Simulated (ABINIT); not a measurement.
W:

```xyz
1
Lattice="-1.5823 1.5823 1.5823 1.5823 -1.5823 1.5823 1.5823 1.5823 -1.5823" Properties=species:S:1:pos:R:3 pbc="T T T"
W     0.0000    0.0000    0.0000
```

Base run:

| Item | Value |
| --- | --- |
| Program | ABINIT 10.8.3 (patched build) |
| Functional | RPBE |
| Potentials or basis | JTH PAW PBE v2.0 |
| Cutoff | 435 eV |
| k mesh | 12 × 12 × 12 |
| Occupations | fermi-dirac, width 0.05 eV |
| Spin | no spin polarisation |

Its results: band gap on the k mesh none (metal or under the smearing width); pressure 9.1 GPa.

Q: The run is repeated on the same cell with these changes: functional from RPBE to rPW86PBE. What comes out?

A: Band gap on the k mesh none (metal or under the smearing width); pressure 15.9 GPa.

Caveats: spin-orbit coupling is left out, which moves the levels of the heavy elements; the PAW data sets were made with another functional, which shifts forces and pressure a little (some runs); so large a pressure means that the cell lies far from this level's equilibrium, or that cutoff or potentials fall short (some runs); the potentials were made for another functional, which shifts forces and pressure (some runs).
